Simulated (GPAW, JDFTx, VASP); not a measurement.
# BN: programs and potentials compared

```
N B
1.0
     0.00000    1.81300    1.81300
     1.81300    0.00000    1.81300
     1.81300    1.81300    0.00000
N B
1 1
Direct
  0.25000 0.25000 0.25000
  0.00000 0.00000 0.00000
```

The cell is a database's computed one, not the measured one.

Alike in all runs: task band structure; functional r2SCAN; k mesh 13 × 13 × 13; occupations fermi-dirac, width 0.05 eV; no spin polarisation; no spin-orbit coupling. Pressure is positive in compression and, in plane waves, holds the error of the finite cutoff. Gaps are the smaller of the mesh's and the band path's.

```csv
program and potentials,plane-wave cutoff (eV),notes,band gap (eV),pressure (GPa)
"VASP, PBE PAW files B, N, 520 eV",520,potentials made for PBE,?,?
"JDFTx, SG15-PBE-1.2",1088,potentials made for PBE,4.97,-
"GPAW, GPAW PAW data sets (gpaw-data 1.2.1)",800,potentials made for PBE,4.99,-6.29
```

Q: Estimate from the other rows what the run with VASP, PBE PAW files B, N, 520 eV gave.

A: Band gap 4.96 eV; pressure -4.10 GPa. The other rows, which needn't bracket it: band gap 4.97 to 4.99; pressure -6.29.
